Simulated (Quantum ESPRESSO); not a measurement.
Here is a Quantum ESPRESSO 7.5 calculation.

Contents of pw.in:

```
&CONTROL
  calculation = 'scf'
  prefix = 'pwscf'
  outdir = './tmp'
  pseudo_dir = './pseudo'
  tprnfor = .true.
  tstress = .true.
  disk_io = 'low'
/
&SYSTEM
  ibrav = 0
  celldm(1) = 8
  nat = 3
  ntyp = 2
  ecutwfc = 45
  ecutrho = 360
  nbnd = 25
  occupations = 'smearing'
  smearing = 'fd'
  degauss = 0.00367493
  nspin = 2
  starting_magnetization(1) = 0.0556
  starting_magnetization(2) = 0
/
&ELECTRONS
  conv_thr = 6d-10
  electron_maxstep = 120
  mixing_beta = 0.3
/
ATOMIC_SPECIES
Ni    58.6934 ni_lda_v1.4.uspp.F.UPF
O     15.9990 o_lda_v1.2.uspp.F.UPF
CELL_PARAMETERS alat
  0.3312049509623   0.1912212675926   1.6474383751331
 -0.3312049509623   0.1912212675926   1.6474383751331
  0.0000000000000  -0.3824425351852   1.6474383751331
ATOMIC_POSITIONS crystal
Ni     0.0000000000    0.0000000000    0.0000000000
O      0.3787890000    0.3787890000    0.3787890000
O      0.6212110000    0.6212110000    0.6212110000
K_POINTS automatic
11 11 11 0 0 0
```

bands.in

```
&CONTROL
  calculation = 'bands'
  prefix = 'pwscf'
  outdir = './tmp'
  pseudo_dir = './pseudo'
  disk_io = 'low'
  verbosity = 'high'
/
&SYSTEM
  ibrav = 0
  celldm(1) = 8
  nat = 3
  ntyp = 2
  ecutwfc = 45
  ecutrho = 360
  nbnd = 25
  occupations = 'smearing'
  smearing = 'fd'
  degauss = 0.00367493
  nspin = 2
  starting_magnetization(1) = 0.0556
  starting_magnetization(2) = 0
/
&ELECTRONS
  conv_thr = 1d-08
  electron_maxstep = 120
  mixing_beta = 0.3
  diago_full_acc = .true.
  startingwfc = 'random'
/
ATOMIC_SPECIES
Ni    58.6934 ni_lda_v1.4.uspp.F.UPF
O     15.9990 o_lda_v1.2.uspp.F.UPF
CELL_PARAMETERS alat
  0.3312049509623   0.1912212675926   1.6474383751331
 -0.3312049509623   0.1912212675926   1.6474383751331
  0.0000000000000  -0.3824425351852   1.6474383751331
ATOMIC_POSITIONS crystal
Ni     0.0000000000    0.0000000000    0.0000000000
O      0.3787890000    0.3787890000    0.3787890000
O      0.6212110000    0.6212110000    0.6212110000
K_POINTS crystal
60
 0.0000000000  0.0000000000  0.0000000000 1
 0.0555555556  0.0000000000  0.0000000000 1
 0.1111111111  0.0000000000  0.0000000000 1
 0.1666666667  0.0000000000  0.0000000000 1
 0.2222222222  0.0000000000  0.0000000000 1
 0.2777777778  0.0000000000  0.0000000000 1
 0.3333333333  0.0000000000  0.0000000000 1
 0.3888888889  0.0000000000  0.0000000000 1
 0.4444444444  0.0000000000  0.0000000000 1
 0.5000000000  0.0000000000  0.0000000000 1
 0.5000000000  0.0351296908 -0.0351296908 1
 0.5000000000  0.0702593816 -0.0702593816 1
 0.5000000000  0.1053890724 -0.1053890724 1
 0.5000000000  0.1405187632 -0.1405187632 1
 0.5000000000  0.1756484540 -0.1756484540 1
 0.8243515460  0.5000000000  0.1756484540 1
 0.7919163914  0.5000000000  0.2080836086 1
 0.7594812368  0.5000000000  0.2405187632 1
 0.7270460822  0.5000000000  0.2729539178 1
 0.6946109276  0.5000000000  0.3053890724 1
 0.6621757730  0.5000000000  0.3378242270 1
 0.6297406184  0.5000000000  0.3702593816 1
 0.5973054638  0.5000000000  0.4026945362 1
 0.5648703092  0.5000000000  0.4351296908 1
 0.5324351546  0.5000000000  0.4675648454 1
 0.5000000000  0.5000000000  0.5000000000 1
 0.3333333333  0.3333333333  0.3333333333 1
 0.1666666667  0.1666666667  0.1666666667 1
 0.0000000000  0.0000000000  0.0000000000 1
 0.0307112934  0.0000000000 -0.0307112934 1
 0.0614225867  0.0000000000 -0.0614225867 1
 0.0921338801  0.0000000000 -0.0921338801 1
 0.1228451735  0.0000000000 -0.1228451735 1
 0.1535564668  0.0000000000 -0.1535564668 1
 0.1842677602  0.0000000000 -0.1842677602 1
 0.2149790536  0.0000000000 -0.2149790536 1
 0.2456903469  0.0000000000 -0.2456903469 1
 0.2764016403  0.0000000000 -0.2764016403 1
 0.3071129337  0.0000000000 -0.3071129337 1
 0.3378242270  0.0000000000 -0.3378242270 1
 0.6621757730  0.3378242270  0.0000000000 1
 0.6297406184  0.3702593816  0.0000000000 1
 0.5973054638  0.4026945362  0.0000000000 1
 0.5648703092  0.4351296908  0.0000000000 1
 0.5324351546  0.4675648454  0.0000000000 1
 0.5000000000  0.5000000000  0.0000000000 1
 0.6621757730  0.6621757730  0.1756484540 1
 0.6459581957  0.6459581957  0.2080836086 1
 0.6297406184  0.6297406184  0.2405187632 1
 0.6135230411  0.6135230411  0.2729539178 1
 0.5973054638  0.5973054638  0.3053890724 1
 0.5810878865  0.5810878865  0.3378242270 1
 0.5648703092  0.5648703092  0.3702593816 1
 0.5486527319  0.5486527319  0.4026945362 1
 0.5324351546  0.5324351546  0.4351296908 1
 0.5162175773  0.5162175773  0.4675648454 1
 0.5000000000  0.5000000000  0.5000000000 1
 0.5000000000  0.0000000000  0.0000000000 1
 0.6621757730  0.1689121135  0.1689121135 1
 0.8243515460  0.3378242270  0.3378242270 1
```

Potentials or basis: GBRV 1.5 LDA.

Run with:

```sh
$ OMP_NUM_THREADS=1 mpirun -n 2 pw.x -nk 2 -in pw.in > pw.out
$ OMP_NUM_THREADS=1 mpirun -n 2 pw.x -nk 2 -in bands.in > bands.out
```

(1) Predict the absolute moment.

(2) What does it give for the band gap along the path?

Answers

(1) 0.00 μB per cell.

(2) 1.26 eV, indirect (least direct gap 1.45 eV).
